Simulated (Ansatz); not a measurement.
## CdSe in Ansatz: the effect of functional

Crystal: CdSe.

```
CELL_PARAMETERS angstrom
0.00000 2.89299 2.89299
2.89299 0.00000 2.89299
2.89299 2.89299 0.00000
ATOMIC_POSITIONS crystal
Cd 0.00000 0.00000 0.00000
Se 0.50000 0.50000 0.50000
```

Measurements of this composition are mostly on another form, of space group No. 186.

The cell isn't the ideal one: volume scaled by 1.02.

Alike in all runs:

- Program: Ansatz 0.2.0
- Task: single point
- Potentials or basis: Ansatz PAW
- k mesh: 8 × 8 × 8
- Occupations: fermi-dirac, width 0.05 eV
- Spin: no spin polarisation

| functional | cutoff | pressure (GPa) |
| --- | --- | --- |
| LDA | 420 eV (not typed: the program's choice for these potentials) | ? |
| PBEsol | 420 eV (not typed: the program's choice for these potentials) | -4.8 |
| r2SCAN | 500 eV (not typed: the program's choice for these potentials) | -3.2 |

Task: What does the run with functional LDA give?

Result: Pressure -6.9 GPa.

Caveats: the PAW data sets come from PBE, with cores solved anew for the run's functional, which leaves a small shift of forces and pressure.
